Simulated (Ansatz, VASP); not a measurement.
**One calculation of Ag, two programs**

Contents of INCAR:

```
SYSTEM = Ag
PREC = Accurate ; ENCUT = 520
EDIFF = 1E-6 ; ISMEAR = 0
SIGMA = 0.1 ; LREAL = .False.
LASPH = .True. ; NELM = 100
ALGO = Normal ; ISIF = 2
LWAVE = .False. ; LCHARG = .False.
NBANDS = 18
```

File KPOINTS:

```
Automatic mesh
0
Gamma
  9 9 18
  0 0 0
```

POSCAR

```
Ag
1.0
    4.1210459609      0.0000000000      0.0000000001
    0.0000000000      4.1210459609      0.0000000000
   -2.0605229805      0.0000000000      1.9112844101
Ag
2
Direct
    0.0000000000      0.0000000000      0.0000000000
    0.5000000000      0.5000000000      0.0000000000
```

Input for Ansatz:

```yaml
crystal:
  lattice:
    - [4.1210459609, 0.0, 1.0e-10]
    - [0.0, 4.1210459609, 0.0]
    - [-2.0605229805, 0.0, 1.9112844101]
  atoms:
    - { symbol: Ag, position: [0.0, 0.0, 0.0] }
    - { symbol: Ag, position: [0.5, 0.5, 0.0] }
basis:
  ecutwfc: 420
kpoints:
  mp_grid: { grid: [9, 9, 18] }
hamiltonian:
  xc: lda
scf:
  occupations: { method: gaussian, width: 0.1 }
output:
  forces: true
  stress: true
  eigenvalues: true
```

Change from the starting cell: band edges of the strained film's bulk.

Alike in both runs: task single point; functional LDA; k mesh 9 × 9 × 18; occupations gaussian, width 0.1 eV; no spin polarisation.

```csv
,VASP,Ansatz
version,VASP 6.6.1,Ansatz 0.2.0
potentials or method,"VASP PAW LDA potentials, release 64 (Ag)","scalar-relativistic, plane waves, PAW"
plane-wave cutoff (eV),520,420
valence electrons in the cell,22,38
```

```csv
,VASP,Ansatz,Ansatz less VASP
gap on the k mesh at the Fermi level (eV),none,none,-
pressure (GPa),-1.6,-1.7,-0.14
largest component of the traceless stress (GPa),1.70,1.71,+0.006
```

A gap of «none» marks a metal or a gap that the smearing closes. The two sets of potentials don't hold the same shells in valence.
